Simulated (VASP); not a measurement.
# Ti (P6_3/mmc) in VASP: a series of runs

One crystal, Ti, is run at these levels: r2SCAN, r2SCAN+rVV10; tasks: relaxation of cell and atoms.

Everything below comes from runs of VASP 6.6.1. Logs are shortened: lines on timing, memory, paths and dates and some standing lists are left out, and cuts for length are marked.

## (1) The structure

The structure is hexagonal, space group P6_3/mmc (No. 194). The conventional cell has a = 2.936 Å, b = 2.936 Å, c = 4.641 Å, α = 90.00°, β = 90.00°, γ = 120.00°. Around Ti (site symmetry -6m2) lie 12 Ti at 2.87 to 2.94 Å.

## (2) Relaxation of cell and atoms, r2SCAN

The input, INCAR:

```
  PREC = Accurate
  ENCUT = 600
  EDIFF = 1E-7
  ISMEAR = 0
  SIGMA = 0.1
  LREAL = False
  LASPH = True
  NELM = 60
  ALGO = Normal
  ISIF = 3
  LWAVE = False
  LCHARG = False
  METAGGA = R2SCAN
  LMIXTAU = True
  IBRION = 2
  NSW = 90
  EDIFFG = -0.005
```

The input, KPOINTS:

```
regular mesh
0
Gamma
  18 18 10
```

The input, POSCAR:

```
Ti
1.0
    2.9357319200      0.0000000000      0.0000000000
   -1.4678659600      2.5424184200      0.0000000000
    0.0000000000      0.0000000000      4.6408561500
Ti
2
Direct
    0.3333333300      0.6666666700      0.2500000000
    0.6666666700      0.3333333300      0.7500000000
```

Potentials or basis: VASP PAW PBE potentials, release 64 (Ti_sv).

Launch:

```
> cat potpaw_PBE.64/Ti_sv/POTCAR > POTCAR
> mpirun -np 1 vasp_std > vasp.out
```

OUTCAR:

```text
PREC = Accurate
   ENCUT = 600
   EDIFF = 1E-7
   ISMEAR = 0
   LREAL = False
   LASPH = True
   NELM = 60
   ISIF = 3
   METAGGA = R2SCAN
   IBRION = 2
   NSW = 90
   EDIFFG = -0.005

 ion  position               nearest neighbor table
   1  0.333  0.667  0.250-   2 2.87   2 2.87   2 2.87   2 2.87   2 2.87   2 2.87
   2  0.667  0.333  0.750-   1 2.87   1 2.87   1 2.87   1 2.87   1 2.87   1 2.87

  LATTYP: Found a hexagonal cell.
 ALAT       =     2.9357319200
 C/A-ratio  =     1.5808174167

  Lattice vectors:

 A1 = (   2.9357319200,   0.0000000000,   0.0000000000)
 A2 = (  -1.4678659600,   2.5424184200,   0.0000000000)
 A3 = (   0.0000000000,   0.0000000000,   4.6408561500)

Analysis of symmetry for initial positions (statically):
=====================================================================
 Subroutine PRICEL returns:
 Original cell was already a primitive cell.

 Routine SETGRP: Setting up the symmetry group for a
 hexagonal supercell.

 Subroutine GETGRP returns: Found 24 space group operations
 (whereof 12 operations were pure point group operations)
 out of a pool of 24 trial point group operations.

The static configuration has the point symmetry D_3d.
 The point group associated with its full space group is D_6h.

Analysis of symmetry for dynamics (positions and initial velocities):
=====================================================================
 Subroutine PRICEL returns:
 Original cell was already a primitive cell.

 Routine SETGRP: Setting up the symmetry group for a
 hexagonal supercell.

 Subroutine GETGRP returns: Found 24 space group operations
 (whereof 12 operations were pure point group operations)
 out of a pool of 24 trial point group operations.

The dynamic configuration has the point symmetry D_3d.
 The point group associated with its full space group is D_6h.

 Subroutine INISYM returns: Found 24 space group operations
 (whereof 12 operations are pure point group operations),
 and found     1 'primitive' translations

----------------------------------------------------------------------------------------

                                     Primitive cell

  volume of cell :      34.6387

  direct lattice vectors                    reciprocal lattice vectors
     2.935731920  0.000000000  0.000000000     0.340630557  0.196663144  0.000000000
    -1.467865960  2.542418420  0.000000000     0.000000000  0.393326288  0.000000000
     0.000000000  0.000000000  4.640856150     0.000000000  0.000000000  0.215477483

  length of vectors
[... 98 lines left out ...]
   EFERMI_NEDOS =   21; number of points for ismear=-14 and -15
   IALGO  =     38    algorithm
   IMIX   =      4    mixing-type and parameters
     AMIX     =   0.40;   BMIX     =  1.00
     AMIX_MAG =   1.60;   BMIX_MAG =  1.00
  volume/ion in A,a.u.               =      17.32       116.88
  Fermi-wavevector in a.u.,A,eV,Ry     =   1.448632  2.737518 28.552297  2.098535
  Thomas-Fermi vector in A             =   2.566451
   LORBIT       =      0    0 simple, 1 ext, 2 COOP (PROOUT), +10 PAW based schemes
   METAGGA = R2SCAN    functional components
   LHFCALC =     F    Hartree Fock is set to
   AEXX    =    0.0000 exact exchange contribution
   IVDW    =     0    specifies the selected vdW correction
   LEPSILON=     F    determine dielectric tensor
   LRPA    =     F    only Hartree local field effects (RPA)
 conjugate gradient relaxation of ions
 non-spin polarized calculation
 Gauss-broadening in eV      SIGMA  =   0.10
  energy-cutoff  :      600.00
  volume of cell :       34.64
 maximum number of plane-waves:      1182
 NGX is ok and might be reduce to    24

--------------------------------------- Ionic step        1  -------------------------------------------

 number of electron      23.9999993 magnetization

 Free energy of the ion-electron system (eV)
  ---------------------------------------------------
  ext. energy  EPLUGINS =         0.00000000
  ---------------------------------------------------
  free energy    TOTEN  =       -25.90497510 eV

  energy without entropy =      -25.89664835  energy(sigma->0) =      -25.90081172

------------------------ aborting loop because EDIFF is reached ----------------------------------------

  FORCE on cell =-STRESS in cart. coord.  units (eV):
  Direction    XX          YY          ZZ          XY          YZ          ZX
  --------------------------------------------------------------------------------------
  -------------------------------------------------------------------------------------
  Total        0.0719951      0.0719951      0.0508922      0.0000000     -0.0000000      0.0000000
  in kB        3.3300617      3.3300617      2.3539667      0.0000000     -0.0000000      0.0000000
  external PRESSURE =       3.0046967 kB  Pullay stress =       0.0000000 kB
[... 95 lines left out ...]
--------------------------------------- Ionic step        4  -------------------------------------------

 number of electron      23.9999994 magnetization

 Free energy of the ion-electron system (eV)
  ---------------------------------------------------
  ext. energy  EPLUGINS =         0.00000000
  ---------------------------------------------------
  free energy    TOTEN  =       -25.90506692 eV

  energy without entropy =      -25.89671050  energy(sigma->0) =      -25.90088871

 E-fermi :   8.4092     XC(G=0): -12.3975

 val. band max:        8.4088154953   @ k =   0.1667  -0.0000   0.4000
 cond. band min:       8.4116473567   @ k =   0.3333   0.2778   0.3000
 fundamental gap:      0.0028318614
 Fermi energy:         8.4091936386

 k-point     1 :       0.0000    0.0000    0.0000
  band No.  band energies     occupation
      1     -50.8388      2.00000
      2     -50.6940      2.00000
      3     -26.4028      2.00000
      4     -25.7330      2.00000
      5     -25.7329      2.00000
      6     -25.6625      2.00000
[... 433 lines left out ...]
      3     -26.1942      2.00000
      4     -26.0829      2.00000
      5     -26.0704      2.00000
      6     -25.9052      2.00000
[... 8 lines left out ...]
     15       9.6711      0.00000
     16      11.6813      0.00000

 [... further k-points ...]

------------------------ aborting loop because EDIFF is reached ----------------------------------------

  FORCE on cell =-STRESS in cart. coord.  units (eV):
  Direction    XX          YY          ZZ          XY          YZ          ZX
  --------------------------------------------------------------------------------------
  -------------------------------------------------------------------------------------
  Total        0.0033376      0.0033376     -0.0093947      0.0000000      0.0000000      0.0000000
  in kB        0.1539720      0.1539720     -0.4334038      0.0000000      0.0000000      0.0000000
  external PRESSURE =      -0.0418200 kB  Pullay stress =       0.0000000 kB
[... 17 lines left out ...]
  FREE ENERGIE OF THE ION-ELECTRON SYSTEM (eV)
  ---------------------------------------------------
  free  energy   TOTEN  =       -25.9050669150 eV

  energy  without entropy=      -25.8967105004  energy(sigma->0) =      -25.90088871

 reached required accuracy - stopping structural energy minimisation
```

Run time: 18 min. Hardware: 1 thread of Intel Xeon Platinum 8488C (Sapphire Rapids), shared host; peak memory 0.27 GiB.

Results:

```yaml
Free_energy: -25.9051 eV
Relaxed_volume: 17.36 Å³/atom
Relaxed_cell: a = 2.939 Å, b = 2.939 Å, c = 4.644 Å, α = 90.00°, β = 90.00°, γ = 120.00°
Space_group_after_relaxing_to_0.05_Å: P6_3/mmc (No. 194)
Energy_gained_by_relaxing: 0.0 meV/atom
Ionic_steps: 4
Pressure_after_relaxing: 0.0 GPa
Band_gap_on_the_k_mesh: none (metal or under the smearing width)
```

Final structure:
```cif
data_structure
_symmetry_space_group_name_H-M 'P 1'
_symmetry_Int_Tables_number 1
_cell_length_a 2.9386
_cell_length_b 2.9386
_cell_length_c 4.6440
_cell_angle_alpha 90.000
_cell_angle_beta 90.000
_cell_angle_gamma 120.000
_cell_volume 34.73
loop_
_atom_site_label
_atom_site_type_symbol
_atom_site_fract_x
_atom_site_fract_y
_atom_site_fract_z
_atom_site_occupancy
Ti1 Ti 0.33333 0.66667 0.25000 1
Ti2 Ti 0.66667 0.33333 0.75000 1
```

Levels at points of the mesh, in eV from the Fermi level:
```
           k point  band 8  band 9  band 10  band 11  band 12  band 13  band 14  band 15  band 16
(0.00, 0.00, 0.00)  -34.04   -6.63    -2.87     0.57     0.86     0.86     0.98     1.39     1.39
(0.50, 0.00, 0.00)  -34.11   -2.53    -2.29    -1.95    -0.86     0.60     0.69     1.26     3.53
(0.00, 0.00, 0.50)  -34.09   -4.68    -4.68     0.06     0.06     0.77     0.77     0.77     0.77
(0.50, 0.00, 0.50)  -34.20   -2.69    -2.69    -0.88    -0.88     1.23     1.23     1.89     1.89
```

Caveat: the PAW data sets were made with another functional, which shifts forces and pressure a little.

## (3) Relaxation of cell and atoms, r2SCAN+rVV10

Changes to INCAR since step 2:

```diff
@@ -14,2 +14,6 @@
   LMIXTAU = True
+  LUSE_VDW = True
+  IVDW_NL = 2
+  BPARAM = 11.95
+  CPARAM = 0.0093
   IBRION = 2
```

KPOINTS is that of step 2.

POSCAR is that of step 2.

Potentials or basis: VASP PAW PBE potentials, release 64 (Ti_sv).

Launch:

```
> cat potpaw_PBE.64/Ti_sv/POTCAR > POTCAR
> mpirun -np 1 vasp_std > vasp.out
```

It took 24 min on 1 thread of Intel Xeon Platinum 8488C (Sapphire Rapids), shared host; peak memory 0.37 GiB.

The run converged. Its results:

```yaml
Free_energy: -25.3523 eV
Relaxed_volume: 17.23 Å³/atom
Relaxed_cell: a = 2.931 Å, b = 2.931 Å, c = 4.632 Å, α = 90.00°, β = 90.00°, γ = 120.00°
Space_group_after_relaxing_to_0.05_Å: P6_3/mmc (No. 194)
Energy_gained_by_relaxing: 0.2 meV/atom
Ionic_steps: 5
Pressure_after_relaxing: 0.0 GPa
Band_gap_on_the_k_mesh: none (metal or under the smearing width)
```

Stress tensor (GPa, compression positive):
```
 0.04  0.00  0.00
 0.00  0.04  0.00
 0.00  0.00 -0.04
```

Step by step:
| step | energy change (eV) | largest force (eV/Å) | pressure (GPa) | volume (Å³) |
| --- | --- | --- | --- | --- |
| 1 | 0.0000 | 0.0000 | -0.60 | 34.64 |
| 2 | -0.0001 | 0.0000 | 0.52 | 34.32 |
| 3 | -0.0003 | 0.0000 | -0.01 | 34.47 |
| 4 | -0.0003 | 0.0000 | 0.00 | 34.47 |
| 5 | -0.0003 | 0.0000 | 0.01 | 34.46 |

Final structure:
```
Ti
1.0
     2.93098    0.00000    0.00000
    -1.46549    2.53830    0.00000
     0.00000    0.00000    4.63219
Ti
2
Cartesian
  0.0000 1.6922 1.1580
  1.4655 0.8461 3.4741
```

Levels at points of the mesh, in eV from the Fermi level:
```tsv
k point	band 10	band 11	band 12	band 13	band 14	band 15
(0.00, 0.00, 0.00)	-2.90	0.58	0.86	0.86	0.99	1.41
(0.50, 0.00, 0.00)	-2.32	-1.97	-0.86	0.60	0.70	1.28
(0.00, 0.00, 0.50)	-4.70	0.06	0.06	0.77	0.77	0.77
(0.50, 0.00, 0.50)	-2.71	-0.89	-0.89	1.25	1.25	1.91
```

Caveat: the PAW data sets were made with another functional, which shifts forces and pressure a little.
